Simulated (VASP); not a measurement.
# Shielding tensors and field gradients of KF, part 2 of 2

What are the shielding tensors of KF? The cell is of the CsCl type, one of the forms listed for this formula, which need not be the common one. The start is a computed cell from the Materials Project.

VASP 6.6.1, plane waves and PAW; the level of theory is named at each step.

So far. Step 2 (Ground state): The cell has a gap of 5.91 eV on this mesh and a pressure of -5.7 GPa, which holds the misfit of the given cell and coordinates with this functional, and any error of cutoff, mesh and data sets.

## (3) Shielding tensors

This step: chemical shifts by linear response (GIPAW), LDA; plane waves and PAW (K_sv, F) (VASP 6.6.1).

LCHIMAG computes the induced currents by linear response. It needs tightly converged orbitals and a cutoff well above the default; LEFG adds the field gradients at no cost.

Contents of INCAR:

```
SYSTEM = KF
PREC = Accurate
ENCUT = 560
EDIFF = 1E-09
NELM = 100
ISMEAR = 0
SIGMA = 0.01
LREAL = .FALSE.
ALGO = Normal
GGA = CA
NBANDS = 14
LWAVE = .FALSE.
LCHARG = .FALSE.
KPAR = 4
LCHIMAG = .TRUE.
LEFG = .TRUE.
DQ = 0.001
ICHIBARE = 1
LNMR_SYM_RED = .TRUE.
```

Contents of POSCAR:

```
KF
1.0
    3.2589550000      0.0000000000      0.0000000000
    0.0000000000      3.2589550000      0.0000000000
    0.0000000000      0.0000000000      3.2589550000
K F
1 1
Direct
    0.0000000000      0.0000000000      0.0000000000
    0.5000000000      0.5000000000      0.5000000000
```

Contents of KPOINTS:

```
Automatic mesh
0
Gamma
6 6 6
0 0 0
```

Potentials, in the order of the species: K_sv and F (LDA family, release 64).

Started as:

```
> mpirun -np 4 vasp_std
```

The program printed:

```text
[banner, memory and clock lines left out]
running    4 mpi-ranks, on    1 nodes
 distrk:  each k-point on    1 cores,    4 groups
 distr:  one band on    1 cores,    1 groups

 POSCAR found type information on POSCAR K F
 POSCAR found :  2 types and       2 ions
 LDA part: xc-table for (Slater(with rela. corr.)+CA(PZ))
 , standard interpolation
 POSCAR, INCAR and KPOINTS ok, starting setup
 FFT: planning ... GRIDC
 FFT: planning ... GRID_SOFT
 FFT: planning ... GRID
 WAVECAR not read
 entering main loop
       N       E                     dE             d eps       ncg     rms          rms(c)
DAV:   1     0.116287958744E+03    0.11629E+03   -0.87469E+03   560   0.120E+03
DAV:   2    -0.522311414303E+01   -0.12151E+03   -0.11170E+03   682   0.321E+02
DAV:   3    -0.987666317059E+01   -0.46535E+01   -0.46306E+01   746   0.560E+01
DAV:   4    -0.100203733826E+02   -0.14371E+00   -0.14369E+00   722   0.886E+00
DAV:   5    -0.100230811246E+02   -0.27077E-02   -0.27077E-02   738   0.951E-01    0.569E+00
DAV:   6    -0.897164901798E+01    0.10514E+01   -0.28107E+00   602   0.142E+01    0.375E+00
DAV:   7    -0.890805524296E+01    0.63594E-01   -0.96055E-02   696   0.247E+00    0.215E+00
DAV:   8    -0.886921944783E+01    0.38836E-01   -0.49244E-02   644   0.228E+00    0.266E-01
DAV:   9    -0.886934798945E+01   -0.12854E-03   -0.29372E-03   664   0.544E-01    0.970E-02
DAV:  10    -0.886934103110E+01    0.69584E-05   -0.30443E-04   734   0.175E-01    0.557E-02
DAV:  11    -0.886935841119E+01   -0.17380E-04   -0.43510E-05   724   0.757E-02    0.284E-02
DAV:  12    -0.886934735552E+01    0.11056E-04   -0.24104E-05   650   0.541E-02    0.243E-03
DAV:  13    -0.886934748674E+01   -0.13121E-06   -0.12499E-06   652   0.974E-03    0.241E-03
DAV:  14    -0.886934744142E+01    0.45314E-07   -0.26585E-07   680   0.459E-03    0.532E-04
DAV:  15    -0.886934743812E+01    0.33028E-08   -0.12806E-08   648   0.951E-04    0.111E-04
DAV:  16    -0.886934743812E+01    0.00000E+00   -0.15471E-10   334   0.122E-04
ion   1
     0.0000000    -0.0000000     0.0000000    -0.0000000    -0.0000000    -0.0000000
     0.0000394    -0.0000000     0.0000000    -0.0000000    -0.0000000    -0.0000000
     0.0000543    -0.0000000     0.0000000    -0.0000000    -0.0000000    -0.0000000
     0.0000748    -0.0000000     0.0000000    -0.0000000    -0.0000000    -0.0000000
     0.0001030    -0.0000000     0.0000000    -0.0000000    -0.0000000    -0.0000000

     0.0000000    -0.0000000     0.0000000    -0.0000000    -0.0000000    -0.0000000
     0.0000394    -0.0000000     0.0000000    -0.0000000    -0.0000000    -0.0000000
     0.0000543    -0.0000000     0.0000000    -0.0000000    -0.0000000    -0.0000000
     0.0000748    -0.0000000     0.0000000    -0.0000000    -0.0000000    -0.0000000
     0.0001030    -0.0000000     0.0000000    -0.0000000    -0.0000000    -0.0000000

ion   2
     0.0000000    -0.0000000    -0.0000000    -0.0000000    -0.0000000     0.0000000
     0.0000310    -0.0000000    -0.0000000    -0.0000000    -0.0000000     0.0000000
     0.0000427    -0.0000000    -0.0000000    -0.0000000    -0.0000000     0.0000000
     0.0000588    -0.0000000    -0.0000000    -0.0000000    -0.0000000     0.0000000
     0.0000810    -0.0000000    -0.0000000    -0.0000000    -0.0000000     0.0000000

     0.0000000    -0.0000000    -0.0000000    -0.0000000    -0.0000000     0.0000000
     0.0000310    -0.0000000    -0.0000000    -0.0000000    -0.0000000     0.0000000
     0.0000427    -0.0000000    -0.0000000    -0.0000000    -0.0000000     0.0000000
     0.0000588    -0.0000000    -0.0000000    -0.0000000    -0.0000000     0.0000000
     0.0000810    -0.0000000    -0.0000000    -0.0000000    -0.0000000     0.0000000

   1 F= -.88693474E+01 E0= -.88693474E+01  d E =-.170803E-35
DAV:   1    -0.192414414793E+03   -0.19241E+03    0.00000E+00     0   0.000E+00
DAV:   2    -0.192414414793E+03    0.00000E+00    0.00000E+00     0   0.000E+00
BDIR= 1  IDIR= 2  IQ= -1
DAV:   1    -0.384814792709E+03   -0.38481E+03   -0.87061E-03   686   0.879E-01
DAV:   2    -0.384814878084E+03   -0.85376E-04   -0.85376E-04   700   0.211E-01
DAV:   3    -0.384814878774E+03   -0.68969E-06   -0.68968E-06   804   0.159E-02
DAV:   4    -0.384814878780E+03   -0.60451E-08   -0.60422E-08   722   0.103E-03
DAV:   5    -0.384814878780E+03   -0.61618E-10   -0.26161E-10   544   0.852E-05
       N       E                     dE             d eps       ncg     rms
RMM:   1    -0.519652293316E+02   -0.51965E+02   -0.61949E+01   900   0.583E+01
RMM:   2    -0.532932631696E+02   -0.13280E+01   -0.62761E+00  1094   0.764E+00
RMM:   3    -0.534084122117E+02   -0.11515E+00   -0.27477E-01  1071   0.145E+00
RMM:   4    -0.534139932984E+02   -0.55811E-02   -0.24249E-02  1141   0.348E-01
RMM:   5    -0.534146097565E+02   -0.61646E-03   -0.21807E-03  1144   0.865E-02
RMM:   6    -0.534146437903E+02   -0.34034E-04   -0.13585E-04  1100   0.203E-02
RMM:   7    -0.534146479535E+02   -0.41632E-05   -0.16782E-05  1012   0.598E-03
RMM:   8    -0.534146482337E+02   -0.28016E-06   -0.86158E-07   842   0.156E-03
RMM:   9    -0.534146482628E+02   -0.29080E-07   -0.11355E-07   711   0.481E-04
RMM:  10    -0.534146482647E+02   -0.19377E-08   -0.69259E-09   660   0.144E-04
RMM:  11    -0.534146482649E+02   -0.19351E-09   -0.56237E-10   601   0.645E-05
BDIR= 1  IDIR= 2  IQ=  0
DAV:   1    -0.384828884517E+03   -0.38483E+03   -0.25384E-10   280   0.143E-04
DAV:   2    -0.384828884517E+03   -0.85265E-11   -0.23227E-11   280   0.467E-05
       N       E                     dE             d eps       ncg     rms
RMM:   1    -0.519781789027E+02   -0.51978E+02   -0.62015E+01   900   0.583E+01
RMM:   2    -0.533087560068E+02   -0.13306E+01   -0.62748E+00  1095   0.764E+00
RMM:   3    -0.534235474103E+02   -0.11479E+00   -0.27330E-01  1059   0.145E+00
RMM:   4    -0.534290507354E+02   -0.55033E-02   -0.23779E-02  1109   0.346E-01
RMM:   5    -0.534296519410E+02   -0.60121E-03   -0.21371E-03  1084   0.860E-02
RMM:   6    -0.534296849491E+02   -0.33008E-04   -0.13262E-04  1033   0.198E-02
RMM:   7    -0.534296889093E+02   -0.39602E-05   -0.16051E-05   905   0.583E-03
RMM:   8    -0.534296891702E+02   -0.26093E-06   -0.77464E-07   750   0.152E-03
RMM:   9    -0.534296891974E+02   -0.27111E-07   -0.10556E-07   627   0.469E-04
RMM:  10    -0.534296891990E+02   -0.16262E-08   -0.52793E-09   570   0.140E-04
RMM:  11    -0.534296891991E+02   -0.15532E-09   -0.49657E-10   525   0.641E-05
BDIR= 1  IDIR= 2  IQ=  1
DAV:   1    -0.384842780401E+03   -0.38484E+03   -0.87075E-03   692   0.879E-01
DAV:   2    -0.384842866231E+03   -0.85830E-04   -0.85830E-04   694   0.212E-01
[...]
N       E                     dE             d eps       ncg     rms
RMM:   1    -0.481096939879E+02   -0.48110E+02   -0.54367E+01   933   0.580E+01
RMM:   2    -0.492442424371E+02   -0.11345E+01   -0.65268E+00  1146   0.759E+00
RMM:   3    -0.493507561649E+02   -0.10651E+00   -0.29955E-01  1126   0.163E+00
RMM:   4    -0.493575440054E+02   -0.67878E-02   -0.29904E-02  1216   0.406E-01
RMM:   5    -0.493582752903E+02   -0.73128E-03   -0.24379E-03  1205   0.109E-01
RMM:   6    -0.493583267064E+02   -0.51416E-04   -0.20566E-04  1208   0.283E-02
RMM:   7    -0.493583322023E+02   -0.54959E-05   -0.22116E-05  1142   0.844E-03
RMM:   8    -0.493583326269E+02   -0.42465E-06   -0.15890E-06   994   0.229E-03
RMM:   9    -0.493583326695E+02   -0.42608E-07   -0.16550E-07   842   0.689E-04
RMM:  10    -0.493583326728E+02   -0.32416E-08   -0.12350E-08   805   0.208E-04
RMM:  11    -0.493583326731E+02   -0.34611E-09   -0.12135E-09   745   0.821E-05
BDIR= 3  IDIR= 1  IQ=  0
DAV:   1    -0.384828884517E+03   -0.38483E+03   -0.25390E-10   280   0.143E-04
DAV:   2    -0.384828884517E+03   -0.15461E-10   -0.23801E-11   280   0.467E-05
       N       E                     dE             d eps       ncg     rms
RMM:   1    -0.481082773194E+02   -0.48108E+02   -0.54375E+01   934   0.581E+01
RMM:   2    -0.492410863113E+02   -0.11328E+01   -0.65156E+00  1146   0.758E+00
RMM:   3    -0.493467633806E+02   -0.10568E+00   -0.29644E-01  1119   0.162E+00
RMM:   4    -0.493534837803E+02   -0.67204E-02   -0.29453E-02  1183   0.403E-01
RMM:   5    -0.493541957391E+02   -0.71196E-03   -0.23646E-03  1152   0.107E-01
RMM:   6    -0.493542445124E+02   -0.48773E-04   -0.19589E-04  1149   0.276E-02
RMM:   7    -0.493542497481E+02   -0.52357E-05   -0.20881E-05  1034   0.817E-03
RMM:   8    -0.493542501255E+02   -0.37748E-06   -0.13657E-06   907   0.216E-03
RMM:   9    -0.493542501632E+02   -0.37685E-07   -0.14781E-07   766   0.654E-04
RMM:  10    -0.493542501657E+02   -0.24996E-08   -0.85703E-09   721   0.196E-04
RMM:  11    -0.493542501660E+02   -0.27166E-09   -0.10654E-09   656   0.812E-05
BDIR= 3  IDIR= 1  IQ=  1
DAV:   1    -0.384841165349E+03   -0.38484E+03   -0.93813E-03   716   0.872E-01
DAV:   2    -0.384841261412E+03   -0.96063E-04   -0.96063E-04   742   0.214E-01
DAV:   3    -0.384841262327E+03   -0.91528E-06   -0.91525E-06   758   0.151E-02
DAV:   4    -0.384841262334E+03   -0.72054E-08   -0.71676E-08   750   0.107E-03
DAV:   5    -0.384841262334E+03   -0.64801E-11   -0.32687E-10   548   0.835E-05
       N       E                     dE             d eps       ncg     rms
RMM:   1    -0.481064204002E+02   -0.48106E+02   -0.54383E+01   934   0.581E+01
RMM:   2    -0.492372977870E+02   -0.11309E+01   -0.65027E+00  1146   0.758E+00
RMM:   3    -0.493422795663E+02   -0.10498E+00   -0.29455E-01  1126   0.162E+00
RMM:   4    -0.493489456603E+02   -0.66661E-02   -0.29389E-02  1213   0.403E-01
RMM:   5    -0.493496600355E+02   -0.71438E-03   -0.23618E-03  1203   0.108E-01
RMM:   6    -0.493497102021E+02   -0.50167E-04   -0.20159E-04  1212   0.281E-02
RMM:   7    -0.493497155358E+02   -0.53337E-05   -0.21334E-05  1136   0.834E-03
RMM:   8    -0.493497159472E+02   -0.41139E-06   -0.15530E-06   992   0.227E-03
RMM:   9    -0.493497159890E+02   -0.41749E-07   -0.16026E-07   841   0.684E-04
RMM:  10    -0.493497159921E+02   -0.31240E-08   -0.11916E-08   804   0.207E-04
RMM:  11    -0.493497159924E+02   -0.33397E-09   -0.11857E-09   744   0.825E-05
BDIR= 3  IDIR= 2  IQ= -1
DAV:   1    -0.384814792709E+03   -0.38481E+03   -0.87061E-03   686   0.879E-01
DAV:   2    -0.384814878084E+03   -0.85376E-04   -0.85376E-04   700   0.211E-01
DAV:   3    -0.384814878774E+03   -0.68968E-06   -0.68968E-06   804   0.159E-02
DAV:   4    -0.384814878780E+03   -0.60606E-08   -0.60422E-08   722   0.103E-03
DAV:   5    -0.384814878780E+03    0.80149E-11   -0.26141E-10   544   0.852E-05
       N       E                     dE             d eps       ncg     rms
RMM:   1    -0.450642345051E+02   -0.45064E+02   -0.49180E+01   888   0.577E+01
RMM:   2    -0.460543973476E+02   -0.99016E+00   -0.54151E+00  1153   0.709E+00
RMM:   3    -0.461595970152E+02   -0.10520E+00   -0.33073E-01  1145   0.166E+00
RMM:   4    -0.461678898280E+02   -0.82928E-02   -0.27560E-02  1211   0.382E-01
RMM:   5    -0.461685128739E+02   -0.62305E-03   -0.20090E-03  1200   0.938E-02
RMM:   6    -0.461685659003E+02   -0.53026E-04   -0.17055E-04  1199   0.245E-02
RMM:   7    -0.461685705642E+02   -0.46639E-05   -0.17156E-05  1111   0.699E-03
RMM:   8    -0.461685708843E+02   -0.32016E-06   -0.11755E-06   979   0.177E-03
RMM:   9    -0.461685709149E+02   -0.30635E-07   -0.11966E-07   862   0.541E-04
RMM:  10    -0.461685709172E+02   -0.22702E-08   -0.85406E-09   818   0.170E-04
RMM:  11    -0.461685709175E+02   -0.27169E-09   -0.98274E-10   747   0.757E-05
BDIR= 3  IDIR= 2  IQ=  0
DAV:   1    -0.384828884517E+03   -0.38483E+03   -0.25414E-10   280   0.143E-04
DAV:   2    -0.384828884517E+03   -0.56843E-10   -0.24034E-11   280   0.467E-05
       N       E                     dE             d eps       ncg     rms
RMM:   1    -0.450688615263E+02   -0.45069E+02   -0.49222E+01   887   0.577E+01
RMM:   2    -0.460607103876E+02   -0.99185E+00   -0.54244E+00  1152   0.709E+00
RMM:   3    -0.461656295142E+02   -0.10492E+00   -0.32914E-01  1133   0.166E+00
RMM:   4    -0.461738755649E+02   -0.82461E-02   -0.27207E-02  1179   0.379E-01
RMM:   5    -0.461744822774E+02   -0.60671E-03   -0.19505E-03  1130   0.922E-02
RMM:   6    -0.461745335480E+02   -0.51271E-04   -0.16470E-04  1111   0.239E-02
RMM:   7    -0.461745380284E+02   -0.44804E-05   -0.16432E-05  1015   0.678E-03
RMM:   8    -0.461745383276E+02   -0.29920E-06   -0.10901E-06   867   0.170E-03
RMM:   9    -0.461745383560E+02   -0.28433E-07   -0.11086E-07   743   0.514E-04
RMM:  10    -0.461745383580E+02   -0.19486E-08   -0.69714E-09   687   0.164E-04
RMM:  11    -0.461745383582E+02   -0.23466E-09   -0.92310E-10   629   0.747E-05
BDIR= 3  IDIR= 2  IQ=  1
DAV:   1    -0.384842780401E+03   -0.38484E+03   -0.87075E-03   692   0.879E-01
DAV:   2    -0.384842866231E+03   -0.85830E-04   -0.85830E-04   694   0.212E-01
DAV:   3    -0.384842866926E+03   -0.69524E-06   -0.69516E-06   810   0.160E-02
DAV:   4    -0.384842866932E+03   -0.60339E-08   -0.60597E-08   710   0.104E-03
DAV:   5    -0.384842866932E+03   -0.63437E-10   -0.26013E-10   550   0.858E-05
       N       E                     dE             d eps       ncg     rms
RMM:   1    -0.450731328839E+02   -0.45073E+02   -0.49265E+01   887   0.577E+01
RMM:   2    -0.460664765445E+02   -0.99334E+00   -0.54319E+00  1152   0.709E+00
RMM:   3    -0.461712186957E+02   -0.10474E+00   -0.32852E-01  1147   0.166E+00
RMM:   4    -0.461794439529E+02   -0.82253E-02   -0.27297E-02  1208   0.381E-01
RMM:   5    -0.461800603315E+02   -0.61638E-03   -0.19882E-03  1204   0.937E-02
RMM:   6    -0.461801128917E+02   -0.52560E-04   -0.16880E-04  1194   0.245E-02
RMM:   7    -0.461801174699E+02   -0.45783E-05   -0.16754E-05  1109   0.692E-03
RMM:   8    -0.461801177845E+02   -0.31455E-06   -0.11612E-06   973   0.175E-03
RMM:   9    -0.461801178147E+02   -0.30242E-07   -0.11614E-07   861   0.534E-04
RMM:  10    -0.461801178169E+02   -0.22038E-08   -0.84056E-09   812   0.169E-04
RMM:  11    -0.461801178172E+02   -0.26548E-09   -0.97613E-10   749   0.757E-05
       N       E                     dE             d eps       ncg     rms
RLQ:   1    -0.117391030742E+01   -0.11739E+01   -0.85194E+00   793   0.294E+01
RLQ:   2    -0.123197019724E+01   -0.58060E-01   -0.18770E-01  1020   0.125E+00
RLQ:   3    -0.123546658012E+01   -0.34964E-02   -0.61830E-03  1040   0.223E-01
RLQ:   4    -0.123564559354E+01   -0.17901E-03   -0.69245E-04  1017   0.483E-02
RLQ:   5    -0.123566162215E+01   -0.16029E-04   -0.39500E-05   933   0.122E-02
RLQ:   6    -0.123566282100E+01   -0.11989E-05   -0.33440E-06   798   0.288E-03
RLQ:   7    -0.123566291472E+01   -0.93719E-07   -0.27329E-07   734   0.795E-04
RLQ:   8    -0.123566292140E+01   -0.66724E-08   -0.15729E-08   626   0.220E-04
RLQ:   9    -0.123566292183E+01   -0.43778E-09   -0.15620E-09   592   0.798E-05
```

Wall time 37 s (4 MPI ranks of Intel Xeon 6975P-C (Granite Rapids), shared host); peak memory 0.72 GiB.

OUTCAR, selected parts (step 3):

```text
The static configuration has the point symmetry O_h .

 Found     20 irreducible k-points:

   dimension x,y,z NGX =    28 NGY =   28 NGZ =   28
   dimension x,y,z NGXF=    56 NGYF=   56 NGZF=   56

   ENCUT  =  560.0 eV  41.16 Ry    6.42 a.u.   6.29  6.29  6.29*2*pi/ulx,y,z

   NELECT =      16.0000    total number of electrons

  Total       -1.2224818     -1.2224818     -1.2224818      0.0000000      0.0000000     -0.0000000
  in kB      -56.5871610    -56.5871610    -56.5871610      0.0000000      0.0000000     -0.0000000
  external PRESSURE =     -56.5871610 kB  Pullay stress =       0.0000000 kB

  energy-cutoff  :      560.00
  volume of cell :       34.61
      direct lattice vectors                 reciprocal lattice vectors
     3.258955000  0.000000000  0.000000000     0.306846827  0.000000000  0.000000000
     0.000000000  3.258955000  0.000000000     0.000000000  0.306846827  0.000000000
     0.000000000  0.000000000  3.258955000     0.000000000  0.000000000  0.306846827

 POSITION                                       TOTAL-FORCE (eV/Angst)
 -----------------------------------------------------------------------------------
      0.00000      0.00000      0.00000         0.000000      0.000000      0.000000
      1.62948      1.62948      1.62948         0.000000      0.000000      0.000000
 -----------------------------------------------------------------------------------
    total drift:                                0.000000      0.000000      0.000000

 Electric field gradients after diagonalization (V/A^2)
 (convention: |V_zz| > |V_xx| > |V_yy|)
----------------------------------------------------------------------
 ion       V_xx      V_yy      V_zz     asymmetry (V_yy - V_xx)/ V_zz
----------------------------------------------------------------------
   1       0.000    -0.000    -0.000       1.182
   2       0.000     0.000     0.000      -0.084
----------------------------------------------------------------------

  ORBITAL MAGNETIC SUSCEPTIBILITY, excluding core contribution
 -------------------------------------------------------------
  Approximate magnetic susceptibility, pGv (10^-6 cm^3/mole)
     1        -24.953670          0.000000         -0.000000
     2         -0.000000        -24.953670          0.000000
     3         -0.000000          0.000000        -24.953670
 -------------------------------------------------------------
  Approximate magnetic susceptibility, vGv (10^-6 cm^3/mole)
     1        -24.484962          0.000000         -0.000000
     2         -0.000000        -24.484962          0.000000
     3         -0.000000          0.000000        -24.484962

  CSA tensor (J. Mason, Solid State Nucl. Magn. Reson. 2, 285 (1993))
  for chemical shielding  (including the isotropic core contribution)

  BDIR labels direction of applied magnetic field (i.e. B0)
  For BDIR==1, B0 along x-axis, etc.
  Induced field listed along cartesian directions for each BDIR
 ------------------------------------------------------------------------------------------
                 EXCLUDING G=0 CONTRIBUTION              INCLUDING G=0 CONTRIBUTION
 ------------------------------------------------------------------------------------------
  ion  BDIR            X           Y           Z                X           Y           Z
          (   iso_shield        span        skew ) (   iso_shield        span        skew )
 ------------------------------------------------------------------------------------------
    1     1    1162.6165     -0.0000      0.0000        1173.0838     -0.0000      0.0000
          2       0.0000   1162.6165      0.0000           0.0000   1173.0838      0.0000
          3      -0.0000     -0.0000   1162.6165          -0.0000     -0.0000   1173.0838
          (    1162.6165      0.0000      0.0000 ) (    1173.0838      0.0000      0.0000 )

    2     1     260.5168      0.0000      0.0000         270.9841      0.0000      0.0000
          2       0.0000    260.5168      0.0000           0.0000    270.9841      0.0000
          3      -0.0000     -0.0000    260.5168          -0.0000     -0.0000    270.9841
          (     260.5168      0.0000      0.0000 ) (     270.9841      0.0000      0.0000 )
 ------------------------------------------------------------------------------------------

[... 5 parts as in an earlier step ...]

[... 1 further part left out ...]
```

Numbers from this step:

| Property | Result |
| --- | --- |
| free energy (TOTEN) | -8.869 eV |
| Fermi energy | -2.377 eV |
| pressure | -5.659 GPa |

Valence and core; the G = 0 term is that of a spherical sample. NMR shielding, by row:

```tsv
atom	isotropic shielding (ppm)	span (ppm)	skew	isotropic shielding without the G = 0 term (ppm)
K1	1173	0	-	1163
F2	271	0	-	260.5
```

Ordered as |Vzz| ≥ |Vxx| ≥ |Vyy|, the program's way. Electric field gradients, by row:

```tsv
atom	Vxx (V/Å²)	Vyy (V/Å²)	Vzz (V/Å²)	asymmetry
K1	0	0	0	-
F2	0	0	0	-
```

## (4) What came out

- K, isotropic shielding: 1173.1 ppm
- F, isotropic shielding: 271 ppm

What this shows: At LDA the isotropic shieldings are K 1173.1 ppm; F 271 ppm. In the first shielding run all tensors are isotropic to 0.5 ppm, as the cubic site symmetry asks. In the undistorted cell the field gradients vanish by symmetry; what its table shows is numerical noise. Shifts were not obtained, since a shift is the shielding of a reference compound, computed alike, less these values. The G = 0 term is the part set by the sample's shape, taken here for a sphere. No finer mesh was run, so convergence in it isn't shown. VASP's guide advises NLSPLINE for shieldings, which this input doesn't set; the effect wasn't tested. The cell is of the CsCl type, one of the forms listed for this formula, which need not be the common one. The given cell is kept, although it stands at -5.7 GPa at LDA and ENCUT = 560 eV, which holds the mismatch of the given cell with this functional, any error of the entry itself and any basis-set error.

[Lines on the potential files, build, host, timing and source positions are cut from VASP's logs without a mark.]

[Logs are printed without paths, hosts, clocks, repeated set-up lines and the standing remarks that a program may print on its own settings, such as how far it seeks lower states.]

[Hosts, paths, dates, database ids (printed as entryN), source tags and the programs' standing remarks are cut or masked in the printed files.]
